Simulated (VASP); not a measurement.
# VASP 6.6.1 run: BaTe

INCAR

```
GGA = CA
IBRION = 2
LASPH = .TRUE.
LREAL = .TRUE.
EDIFFG = -0.05
NELM = 72
SIGMA = 0.02
NSW = 40
NBANDS = 15
EDIFF = 1E-7
ENCUT = 600
LCHARG = .FALSE.
ISMEAR = -1
PREC = Accurate
LWAVE = .FALSE.
ISIF = 3
```

KPOINTS

```
KPOINTS created by Atomic Simulation Environment
0
Gamma
6 6 6
0 0 0
```

POSCAR

```
Ba Te
 1.0000000000000000
     0.0000000000000000    3.5323868449007647    3.5323868449007647
     3.5323868449007647    0.0000000000000000    3.5323868449007647
     3.5323868449007647    3.5323868449007647    0.0000000000000000
 Ba  Te
   1   1
Cartesian
 -0.0000000000000000 -0.0000000000000000 -0.0000000000000000
  3.5323868449007643  3.5323868449007643  3.5323868449007643
```

The recommended LDA PAW datasets give the neutral cell 16 valence electrons.

Command

```
mpirun -np 1 vasp_std
```

OSZICAR

```
N       E                     dE             d eps       ncg     rms          rms(c)
DAV:   1     0.890518750334E+02    0.89052E+02   -0.66151E+03   480   0.983E+02
DAV:   2    -0.317076977718E+01   -0.92223E+02   -0.84894E+02   657   0.163E+02
DAV:   3    -0.957808245160E+01   -0.64073E+01   -0.63341E+01   667   0.452E+01
DAV:   4    -0.973807716614E+01   -0.15999E+00   -0.15996E+00   659   0.687E+00
DAV:   5    -0.973940517485E+01   -0.13280E-02   -0.13279E-02   667   0.607E-01    0.364E+00
DAV:   6    -0.958882170253E+01    0.15058E+00   -0.14744E-01   550   0.184E+00    0.234E+00
DAV:   7    -0.956769825002E+01    0.21123E-01   -0.89275E-02   579   0.148E+00    0.763E-01
DAV:   8    -0.956730965525E+01    0.38859E-03   -0.11565E-02   529   0.572E-01    0.162E-01
DAV:   9    -0.956736731728E+01   -0.57662E-04   -0.10267E-03   543   0.184E-01    0.574E-02
DAV:  10    -0.956729015266E+01    0.77165E-04   -0.19019E-04   620   0.829E-02    0.148E-02
...
       N       E                     dE             d eps       ncg     rms          rms(c)
DAV:   1    -0.968891541104E+01   -0.86960E-01   -0.18754E+00   578   0.862E+00    0.135E+00
DAV:   2    -0.963267817599E+01    0.56237E-01   -0.11584E-01   550   0.221E+00    0.625E-01
DAV:   3    -0.961227605251E+01    0.20402E-01   -0.68716E-02   702   0.151E+00    0.203E-01
DAV:   4    -0.961268978399E+01   -0.41373E-03   -0.18854E-03   560   0.242E-01    0.147E-01
DAV:   5    -0.961296912163E+01   -0.27934E-03   -0.41736E-04   772   0.948E-02    0.314E-02
DAV:   6    -0.961296762649E+01    0.14951E-05   -0.12514E-05   529   0.258E-02    0.137E-02
DAV:   7    -0.961296693327E+01    0.69322E-06   -0.35736E-06   720   0.116E-02    0.472E-03
DAV:   8    -0.961296690612E+01    0.27148E-07   -0.15289E-07   410   0.301E-03
   3 F= -.96129669E+01 E0= -.96129669E+01  d E =-.456725E-01
```

From OUTCAR

```
k-points           NKPTS =     16   k-points in BZ     NKDIM =     16   number of bands    NBANDS=     15

   NELECT =      16.0000    total number of electrons

   dimension x,y,z NGX =    40 NGY =   40 NGZ =   40
   dimension x,y,z NGXF=    80 NGYF=   80 NGZF=   80

  energy-cutoff  :      600.00
  volume of cell :       82.42
      direct lattice vectors                 reciprocal lattice vectors
    -0.000000000  3.454108895  3.454108895    -0.144755135  0.144755135  0.144755135
     3.454108895 -0.000000000  3.454108895     0.144755135 -0.144755135  0.144755135
     3.454108895  3.454108895  0.000000000     0.144755135  0.144755135 -0.144755135

 k-points in reciprocal lattice and weights: KPOINTS created by Atomic Simulation Env
   0.00000000  0.00000000  0.00000000       0.005
   0.16666667  0.00000000  0.00000000       0.037
   0.33333333  0.00000000  0.00000000       0.037
   0.50000000  0.00000000  0.00000000       0.019
   0.16666667  0.16666667  0.00000000       0.028
   0.33333333  0.16666667  0.00000000       0.111
   0.50000000  0.16666667  0.00000000       0.111
  -0.33333333  0.16666667  0.00000000       0.111
   ...

 E-fermi :   2.8193

 k-point     1 :       0.0000    0.0000    0.0000
  band No.  band energies     occupation
      1     -24.5095      2.00000
      2      -9.6902      2.00000
      3      -9.6902      2.00000
      4      -9.6902      2.00000
      5      -7.3527      2.00000
      6       2.3443      2.00000
      7       2.3443      2.00000
      8       2.3443      2.00000
      9       5.1248      0.00000
     10       5.1248      0.00000
     11       5.1248      0.00000
     12       5.1922      0.00000
     13       5.8375      0.00000
     14       5.8375      0.00000
     15       9.1830      0.00000

 k-point     2 :       0.1667    0.0000    0.0000
  band No.  band energies     occupation
      1     -24.5052      2.00000
      2      -9.8488      2.00000
      3      -9.6936      2.00000
      4      -9.6936      2.00000
      5      -7.1159      2.00000
      6       1.4704      2.00000
      7       1.9232      2.00000
      8       1.9232      2.00000
      9       5.1826      0.00000
     10       5.4796      0.00000
     11       5.4796      0.00000
     12       6.3354      0.00000
     13       6.6538      0.00000
     14       6.6538      0.00000
     15      10.0649      0.00000

 k-point     3 :       0.3333    0.0000    0.0000
  band No.  band energies     occupation
      1     -24.4967      2.00000
      2     -10.1080      2.00000
      3      -9.7003      2.00000
      4      -9.7003      2.00000
      5      -6.6852      2.00000
      6       0.3737      2.00000
      7       1.3394      2.00000
      8       1.3394      2.00000
      9       5.6368      0.00000
     10       6.3851      0.00000
     11       6.3851      0.00000
     12       7.7324      0.00000
     13       8.3919      0.00000
     14       8.3919      0.00000
     15      10.5053      0.00000

 ...

  Total        0.0554618      0.0554618      0.0554618      0.0000000      0.0000000     -0.0000000
  in kB        1.0781179      1.0781179      1.0781179      0.0000000      0.0000000     -0.0000000
  external PRESSURE =       1.0781179 kB  Pullay stress =       0.0000000 kB

 POSITION                                       TOTAL-FORCE (eV/Angst)
 -----------------------------------------------------------------------------------
      0.00000      0.00000      0.00000         0.000000      0.000000      0.000000
      3.45411      3.45411      3.45411        -0.000000     -0.000000     -0.000000
 -----------------------------------------------------------------------------------
    total drift:                                0.000000     -0.000000     -0.000000

  FREE ENERGIE OF THE ION-ELECTRON SYSTEM (eV)
  ---------------------------------------------------
  free  energy   TOTEN  =        -9.6129669061 eV

  energy  without entropy=       -9.6129669061  energy(sigma->0) =       -9.61296691
```

```json
{"ionic step": "1", "ΔE (meV/atom)": "0.0", "volume (Å³)": "88.15", "largest force (eV/Å)": "0.000", "pressure (GPa)": "-2.47", "electronic steps": "13"}
{"ionic step": "2", "ΔE (meV/atom)": "-17.3", "volume (Å³)": "79.75", "largest force (eV/Å)": "0.000", "pressure (GPa)": "1.17", "electronic steps": "10"}
{"ionic step": "3", "ΔE (meV/atom)": "-22.8", "volume (Å³)": "82.42", "largest force (eV/Å)": "0.000", "pressure (GPa)": "0.11", "electronic steps": "8"}
```

It converged. Results: relaxed cell vector lengths 4.885, 4.885, 4.885 Å; relaxed cell volume 82.42 Å³.

These settings aren't sound, so the numbers aren't properties of the crystal.

On sound settings the LDA relaxation ends at 81.97 Å³.

The run took about 35 s on one core of a shared host (Intel Xeon 6975P-C) and held 0.21 GiB at most.
